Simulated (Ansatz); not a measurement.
# InSe: levels along high-symmetry lines

```
In Se
1.0
     5.82639   -2.05465    0.00000
     5.82639    2.05465    0.00000
    -1.72323    0.00000    4.77135
In Se
2 2
Cartesian
  -0.3398 0.0000 4.5479
  10.2693 0.0000 0.2235
  3.3807 0.0000 1.5795
  6.5489 0.0000 3.1918
```

Atom numbers follow the list: In1, In2, Se3, Se4.

Structure from Materials Project entry mp-21405 (possibly hypothetical), not relaxed further.

Spin–orbit coupling is left out, though it moves levels of the heavy atoms by tenths of an eV or more.

Computed with DFT, LDA, all-electron LAPW, scalar-relativistic (Ansatz 0.2.0).

Sampling and basis: a Γ-centred 7×7×6 k mesh, Fermi–Dirac smearing of 0.03 eV, basis error target 0.5 meV/atom, no spin polarisation.

Points in fractions of the reciprocal vectors of this cell: Γ (0, 0, 0), C (-0.285, 0.285, 0), C2 (-0.715, -0.285, 0), Y2 (-0.5, -0.5, 0), M2 (-0.5, -0.5, 0.5), D (-0.742, -0.258, 0.5), D2 (-0.258, 0.258, 0.5), A (0, 0, 0.5). The path joins them by straight lines in the order Γ–C–C2–Y2–Γ–M2–D–D2–A; legs that retrace an earlier one aren't tabulated. Energies are in eV from the top of the valence band.

Problem. Is there a gap, and where are the band edges?

Solution. 0.99 eV, indirect from the line Γ–M2 (-0.5, -0.5, 0.5) to A (0, 0, 0.5).

Problem. List the levels between -20 and 6 eV at the symmetry points.

Solution. 
Γ: -14.43, -14.31, -14.12, -14.08, -14.04 (×2), -13.99, -13.96, -13.92, -13.77, -13.19, -11.52, -4.77, -3.80, -3.76, -2.24, -1.95, -1.34, -1.11, 2.60, 2.94, 3.54, 4.78, 5.42, 5.43
C: -14.44, -14.33, -14.28, -14.12, -14.08, -14.02, -13.99, -13.95, -13.93, -13.73, -11.95, -11.86, -6.28, -4.79, -2.57, -2.24, -1.83, -1.30, -1.23, 2.23, 2.39, 3.61, 3.73, 4.38, 5.21
C2: -14.44, -14.33, -14.28, -14.12, -14.08, -14.02, -13.99, -13.95, -13.93, -13.73, -11.95, -11.86, -6.28, -4.79, -2.57, -2.24, -1.83, -1.30, -1.23, 2.23, 2.39, 3.61, 3.73, 4.38, 5.21
Y2: -14.40, -14.25, -14.19, -14.15, -14.06, -14.04, -14.00, -13.96, -13.85, -13.77, -12.92, -11.84, -5.87, -4.06, -2.36, -2.34, -1.18, -0.67, -0.05, 1.37, 2.57, 3.30, 3.92, 5.56
M2: -14.40, -14.27, -14.19, -14.15, -14.07, -14.05, -14.00, -13.95, -13.85, -13.77, -12.81, -11.79, -6.13, -4.88, -2.36, -1.65, -1.27, -0.72, -0.49, 2.07, 2.92, 3.35, 4.68, 5.55, 5.57
D: -14.43, -14.40, -14.29, -14.12, -14.06, -14.01, -13.99, -13.95, -13.92, -13.74, -11.89, -11.69, -5.57, -5.32, -3.65, -3.10, -2.02, -1.77, -0.96, 1.53, 3.25, 3.61, 5.63
D2: -14.43, -14.40, -14.29, -14.12, -14.06, -14.01, -13.99, -13.95, -13.92, -13.74, -11.89, -11.69, -5.57, -5.32, -3.65, -3.10, -2.02, -1.77, -0.96, 1.53, 3.25, 3.61, 5.63
A: -14.45, -14.31, -14.12, -14.08, -14.05 (×2), -13.99, -13.95, -13.92, -13.78, -12.64, -12.12, -5.61, -4.67, -2.16, -1.74, -1.43, -1.04, -0.38, 0.99, 2.00, 3.46, 3.84

Kohn–Sham gaps of semilocal functionals usually fall short of measured ones.
